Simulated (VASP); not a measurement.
A run of VASP 6.6.1:

Contents of POSCAR:

```
Ga
1.0
   -2.2728636300      0.0000000000      3.8520823600
    0.0000000000     -4.5517738500      0.0000000000
    2.2728636300      0.0000000000      3.8520823600
Ga
4
Direct
    0.1525000000      0.9215000000      0.1525000000
    0.6525000000      0.5785000000      0.6525000000
    0.8475000000      0.0785000000      0.8475000000
    0.3475000000      0.4215000000      0.3475000000
```

Contents of INCAR.step1:

```
PREC = Accurate
ENCUT = 520
ISMEAR = -5
SIGMA = 0.0535
LREAL = F
LASPH = T
NELM = 100
NBANDS = 34
GGA = PE
ALGO = Normal
EDIFF = 1E-4
LWAVE = T
LCHARG = F
```

The input INCAR.step2:

```
PREC = Accurate
ENCUT = 520
EDIFF = 1E-7
ISMEAR = -1
SIGMA = 0.0535
LREAL = F
LASPH = T
NELM = 100
ALGO = Normal
ISIF = 2
LWAVE = F
LCHARG = F
METAGGA = R2SCAN
LMIXTAU = T
LORBIT = 10
NBANDS = 34
ISTART = 1
```

Contents of KPOINTS:

```
Automatic mesh
0
Gamma
  9 8 9
```

Potentials or basis: VASP PAW PBE potentials, release 64 (Ga_d).

Run with:

```bash
$ cat potpaw_PBE.64/Ga_d/POTCAR > POTCAR
$ cp INCAR.step1 INCAR
$ mpirun -np 1 vasp_std > vasp.out
$ cp INCAR.step2 INCAR
$ mpirun -np 1 vasp_std > vasp.out
```

Hardware: 1 thread of Intel(R) Xeon(R) 6975P-C (Granite Rapids) (shared host).

Task: Estimate the wall time of this run.

Result: Wall time 6.7 min on 1 thread of Intel(R) Xeon(R) 6975P-C (Granite Rapids) (shared host), peak memory 0.38 GiB. Counts: scf iterations 11, k points 125.
